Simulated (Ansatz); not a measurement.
The system is Ni3Ge.

```
CELL_PARAMETERS angstrom
3.53033 0.00000 0.00000
0.00000 3.53033 0.00000
0.00000 0.00000 3.53033
ATOMIC_POSITIONS crystal
Ge 0.00000 0.00000 0.00000
Ni 0.50000 0.50000 0.00000
Ni 0.00000 0.50000 0.50000
Ni 0.50000 0.00000 0.50000
```

The cell comes from a database or a generator and needn't be the stable form of this composition.

Base run:

- Program: Ansatz 0.2.0
- Functional: PBEsol
- Potentials or basis: Ansatz PAW
- Cutoff: 420 eV (not typed: the program's choice for these potentials)
- k mesh: 6 × 6 × 6
- Occupations: fermi-dirac, width 0.05 eV
- Spin: collinear spin, ferromagnetic start
- Starting moments: [0.0, 0.7333333333, 0.7333333333, 0.7333333333] μB
- Fixed moment: 2.2 μB

Its results: pressure 3.7 GPa; site moments Ge +0.06; Ni +0.71 μB.

Task: The run is repeated on the same cell with these changes: fixed moment from 2.2 μB to 1.5 μB; moments at the start from [0.0, 0.73, 0.73, 0.73] to [0.0, 0.5, 0.5, 0.5]. What comes out?

Result: Pressure 1.4 GPa; site moments Ge +0.02; Ni +0.50 μB.

Caveats: the total moment is fixed, so each spin has its own Fermi level; the PAW data sets come from PBE, with cores solved anew for the run's functional, which leaves a small shift of forces and pressure; the thresholds are loose for stress.
